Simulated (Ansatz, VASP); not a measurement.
# Ta3Al2N5 (TaN(111)/AlN(0001) capacitor, 4 bilayers of AlN): VASP beside Ansatz, part 2 of 2

One calculation is typed for both programs; each brings its own data sets. How far apart do they land? The structure shown is the start of the Ansatz relaxation below; VASP solves that cell, so the two are compared at the walk's first step.

VASP 6.6.1 and Ansatz 0.2.0.

So far: The starting structure; Ansatz: relaxation, PBE.

### Step 3. VASP: single point, PBE, start cell

Level of this step: PBE; plane waves and PAW (Ta_pv, N, Al) (VASP).

The same cell, functional, mesh and smearing now go to VASP, with its own data sets.

Lines of VASP's logs that name or quote its potential files are left out, and so is its time.

INCAR reads:

```
SYSTEM = Ta3Al2N5
PREC = Accurate
ENCUT = 520
EDIFF = 1E-06
NELM = 120
ISMEAR = -1
SIGMA = 0.1
LREAL = Auto
ALGO = Normal
GGA = PE
NBANDS = 312
LASPH = .TRUE.
LORBIT = 11
LWAVE = .FALSE.
LCHARG = .FALSE.
ISIF = 2
GGA_COMPAT = .FALSE.
KPAR = 8
```

POSCAR reads:

```
Ta3Al2N5
1.0
    6.2600000000      0.0000000000      0.0000000000
   -3.1300000000      5.4213200000      0.0000000000
    0.0000000000      0.0000000000     25.2400000000
Ta N Al
24 40 16
Direct
    0.1674855608      0.3347155305      0.0497305864
    0.9992805354      0.0016601123      0.1511489699
    0.3348211439      0.1675975593      0.2508993661
    0.1684558513      0.3334612235      0.3516283677
    0.0058636367      0.0010882958      0.4538589540
    0.3325191927      0.1681693757      0.5535182250
    0.1731010438      0.8343171036      0.0503605388
    0.0021601913      0.4982181461      0.1510499208
    0.3365650301      0.6665166417      0.2520602219
    0.1684265747      0.8323803059      0.3515689382
    0.0002103521      0.5055964230      0.4525198098
    0.3337021644      0.6671806866      0.5536093502
    0.6700384327      0.3381279836      0.0501109350
    0.5030337368      0.0028406366      0.1505507132
    0.8288230426      0.1634288328      0.2522583201
    0.6634939723      0.3302147816      0.3517115689
    0.4994299572      0.9986682210      0.4528090333
    0.8338951111      0.1672470911      0.5531814580
    0.6686541072      0.8362539013      0.0499405705
    0.4967257006      0.4962629028      0.1517709984
    0.8354743104      0.6660923908      0.2514183835
    0.6641546000      0.8306095195      0.3519413629
    0.4970161965      0.4959493260      0.4520285261
    0.8369920123      0.6647827466      0.5533716323
    0.3344179399      0.1655131960      0.0996909667
    0.1647761727      0.3350475530      0.2012202853
    0.0000055218      0.9983177529      0.3028209192
    0.3336867812      0.1671179713      0.4018185420
    0.1662579175      0.3378512982      0.5023613312
    0.9928122109      0.9969343260      0.6042987322
    0.1669899036      0.3301778903      0.7031616482
    0.0015000603      0.9991662547      0.8026188590
    0.1623124432      0.3334427778      0.9009706815
    0.0020427893      0.0014018726      0.0001782884
    0.3319899432      0.6674942634      0.1000594295
    0.1730508740      0.8365490323      0.2014104596
    0.9987973054      0.4974987641      0.3021592710
    0.3287775667      0.6600790951      0.4021711569
    0.1641626407      0.8357374219      0.5030705230
    0.0004279874      0.5026451123      0.6041085578
    0.1683644034      0.8353869537      0.7032408875
    0.9995453729      0.5000811610      0.8016996830
    0.1653587251      0.8286727218      0.9006893819
    0.9997659290      0.5017043820      0.9998811410
    0.8313692103      0.1686489637      0.1009389857
    0.6633923557      0.3362096316      0.2010182250
    0.5008555608      0.0008485018      0.3024088748
    0.8302800749      0.1658636642      0.4020087163
    0.6701523703      0.3372056990      0.5040887480
    0.5045333952      0.0042425092      0.6034508716
    0.6665599654      0.3322253621      0.7033795563
    0.4980060209      0.0009960674      0.8009984152
    0.6709328714      0.3394376277      0.9015887480
    0.4990726074      0.9992953746      0.9992393027
    0.8317919357      0.6653730088      0.1004397781
    0.6606593308      0.8307755307      0.2014698891
    0.4997717937      0.4992879963      0.3024207607
    0.8352619723      0.6700766603      0.4034904913
    0.6712029940      0.8322142947      0.5034389857
    0.4970921432      0.4969638391      0.6042789223
    0.6663596524      0.8338375156      0.7029714739
    0.5076134472      0.5060575653      0.8019492868
    0.6735757841      0.8387809611      0.9019492868
    0.4984980714      0.4974434271      0.0007091918
    0.1729455562      0.3358591635      0.6266204437
    0.9967620955      0.9999778652      0.7257488114
    0.1673488972      0.3356562608      0.8253486529
    0.9983800073      0.0004980337      0.9230705230
    0.1652478383      0.8328598939      0.6262202853
    0.0012981036      0.4996569101      0.7267709984
    0.1665294118      0.8326754370      0.8260895404
    0.9978093261      0.5024237640      0.9247503962
    0.6680511931      0.3324282647      0.6266798732
    0.4954447302      0.9980779589      0.7257606973
    0.6648017126      0.3293478341      0.8247900158
    0.5039740176      0.0001844569      0.9251901743
    0.6666340317      0.8281562424      0.6273692552
    0.4964392250      0.4991404307      0.7252416799
    0.6654378173      0.8365305866      0.8247702060
    0.4976777702      0.4972405244      0.9235419968
```

KPOINTS reads:

```
Automatic mesh
0
Gamma
4 4 1
0 0 0
```

Potentials, in the order of the species: Ta_pv, N and Al (PBE family, release 64).

Command:

```bash
$ mpirun -np 8 vasp_std
```

Numbers of over 12 decimals in the logs are rounded to 6 here.

The program printed:

```text
[banner, memory and clock lines left out]
running    8 mpi-ranks, on    1 nodes
[...]
|                                                                             |
|           W    W    AA    RRRRR   N    N  II  N    N   GGGG   !!!           |
|           W    W   A  A   R    R  NN   N  II  NN   N  G    G  !!!           |
|           W    W  A    A  R    R  N N  N  II  N N  N  G       !!!           |
|           W WW W  AAAAAA  RRRRR   N  N N  II  N  N N  G  GGG   !            |
|           WW  WW  A    A  R   R   N   NN  II  N   NN  G    G                |
|           W    W  A    A  R    R  N    N  II  N    N   GGGG   !!!           |
|                                                                             |
|     For optimal performance we recommend to set                             |
|       NCORE = 2 up to number-of-cores-per-socket                            |
|     NCORE specifies how many cores store one orbital (NPAR=cpu/NCORE).      |
|     This setting can greatly improve the performance of VASP for DFT.       |
|     The default, NCORE=1 might be grossly inefficient on modern             |
|     multi-core architectures or massively parallel machines. Do your        |
|     Unfortunately you need to use the default for GW and RPA                |
|     calculations (for HF NCORE is supported but not extensively tested      |
|     yet).                                                                   |
|                                                                             |

 LDA part: xc-table for (Slater+PW92), standard interpolation
 POSCAR, INCAR and KPOINTS ok, starting setup
[...]
entering main loop
       N       E                     dE             d eps       ncg     rms          rms(c)
DAV:   1     0.471887653674E+04    0.47189E+04   -0.26999E+05  6240   0.166E+03
DAV:   2    -0.409366325175E+03   -0.51282E+04   -0.49479E+04  7216   0.473E+02
DAV:   3    -0.851232580378E+03   -0.44187E+03   -0.43228E+03  7520   0.132E+02
DAV:   4    -0.866201049020E+03   -0.14968E+02   -0.14663E+02  7440   0.232E+01
[...]
DAV:  29    -0.752146097638E+03    0.52653E-05   -0.32980E-04  6664   0.278E-02    0.103E-02
DAV:  30    -0.752146097964E+03   -0.32589E-06   -0.21656E-05  6376   0.832E-03    0.780E-03
DAV:  31    -0.752146097996E+03   -0.32102E-07   -0.92218E-07  4144   0.213E-03
   1 F= -.75214610E+03 E0= -.75175441E+03  d E =-.783377E+00
```

OUTCAR, selected parts (step 3):

```text
  FREE ENERGIE OF THE ION-ELECTRON SYSTEM (eV)
  ---------------------------------------------------
  free  energy   TOTEN  =      -752.1460979964 eV

  energy  without entropy=     -751.3627211911  energy(sigma->0) =     -751.75440959
```

The run ends at a pressure of 3.26 GPa, with forces up to 4.1 eV/Å.

### Step 4. Comparison

Known differences besides the potentials themselves: the data sets hold 560 valence electrons in Ansatz (on its default PAW (the set named soft_2) files) and 512 in VASP; the cutoff is 420 eV in Ansatz and 520 eV in VASP (PREC = Accurate, projectors in real space). Total energies have different zeros and are not compared.

Forces on 10 of the 80 atoms, those with the largest forces and the largest differences (eV/Å; atoms numbered as in POSCAR):

| atom | Ansatz x, y, z | VASP x, y, z |
| --- | --- | --- |
| Ta6 | -0.343, -0.032, -3.910 | -0.345, -0.032, -3.897 |
| Ta12 | 0.124, 0.143, -3.939 | 0.127, 0.145, -3.928 |
| Ta18 | 0.352, 0.110, -3.765 | 0.355, 0.112, -3.757 |
| Ta24 | -0.434, -0.041, -3.704 | -0.437, -0.041, -3.693 |
| N34 | -0.075, 0.008, 1.589 | -0.075, 0.008, 1.540 |
| N44 | 0.098, -0.033, 1.923 | 0.099, -0.034, 1.871 |
| N64 | -0.026, 0.163, 1.318 | -0.028, 0.164, 1.268 |
| Al65 | -0.898, -0.446, 3.861 | -0.900, -0.446, 3.866 |
| Al69 | 0.244, 0.427, 4.100 | 0.244, 0.428, 4.102 |
| Al73 | -0.069, 0.093, 4.088 | -0.068, 0.092, 4.087 |

The forces differ by 9.5 meV/Å r.m.s., which is 1.1 % of the r.m.s. force of 0.891 eV/Å (both taken over all components).

### Step 5. Summary of results

```yaml
r_m_s_force_difference_single_point_pbe_start_cell: 1.1 % of the r.m.s. force
```

What this shows: The r.m.s. force difference is 1.1 % of the r.m.s. force (single point, PBE, start cell), within the 3 % picked in this series as the mark of a large difference. The data sets hold unlike numbers of valence electrons (560 in Ansatz and 512 in VASP), so part of the differences comes from the potentials. VASP runs on this material, other cells of it included, that failed, so that no pair exists: single point, PBE (timeout). Such differences can come from data sets, numerical settings and the points named under the comparisons, not from the functional's error against experiment.

[Lines on the potential files, build, host, timing and source positions are cut from VASP's logs without a mark.]

[Logs are printed without paths, hosts, clocks, repeated set-up lines and the standing remarks that a program may print on its own settings, such as how far it seeks lower states.]

[Hosts, paths, dates, database ids (printed as entryN), source tags and the programs' standing remarks are cut or masked in the printed files.]
